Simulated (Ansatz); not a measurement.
**Strain and the gap of BaTe (wurtzite)**

BaTe built on the wurtzite prototype (no longer in that coordination), relaxed with r2SCAN in Ansatz. The symmetry is P6_3/mmc (No. 194, hexagonal); conventional cell a = 5.972 Å, c = 7.004 Å, 54.08 Å³ an atom. Around Ba lie 5 Te at 3.45–3.50 Å; around Te lie 5 Ba at 3.45–3.50 Å. The cell started from the wurtzite prototype, but the relaxation took it to the higher symmetry P6_3/mmc (No. 194), so the name no longer describes it.

The axes x, y and z are those of this cell:
```
CELL_PARAMETERS angstrom
5.97218 0.00000 0.00000
-2.98609 5.17206 0.00000
0.00000 0.00000 7.00369
ATOMIC_POSITIONS crystal
Ba 0.33333 0.66667 0.93750
Ba 0.66667 0.33333 0.43750
Te 0.33333 0.66667 0.43750
Te 0.66667 0.33333 0.93750
```

Unstrained: The PBE gap is indirect, 1.962 eV (Γ to K), below the direct gap of 2.214 eV at K. The r2SCAN gap is indirect, 2.308 eV (Γ to K), below the direct gap of 2.567 eV at K. Meshes: PBE 6×6×4, r2SCAN 6×6×4. Strains are changes of length per length. After each strain the atoms were relaxed again with r2SCAN within the symmetry that the strain leaves, so tilts or polar shifts that break it weren't tested; points keep the names that they have in the unstrained zone. The cell comes from a prototype generator: it can be a known phase or a hypothetical one. Spin polarisation is off.

Changes of the least gap in eV (an overlap counts as a negative gap):
```
                                                      strain  volume change (%)  space group     PBE  r2SCAN  energy rise, r2SCAN (meV/atom)
                                     uniaxial +2.5 % along z               +2.5     P6_3/mmc  +0.064  +0.062                             6.2
epitaxial +3.0 % in the xy plane, free normal strain -0.73 %               +5.3     P6_3/mmc  +0.033  +0.038                            15.4
```

Uniaxial +2.5 % along z, other directions held. r2SCAN: the gap goes from 2.308 to 2.370 eV (+0.062 eV). Stress change with r2SCAN, compression positive: xx -0.19, yy -0.19, zz -1.38 GPa.

Epitaxial +3.0 % in the xy plane, free normal strain -0.73 %. r2SCAN: the gap goes from 2.308 to 2.346 eV (+0.038 eV). Stress change with r2SCAN, compression positive: xx -1.35, yy -1.35, zz +0.01 GPa.

Spin-orbit coupling is left out, which matters wherever the heavy atoms make up the band edges.
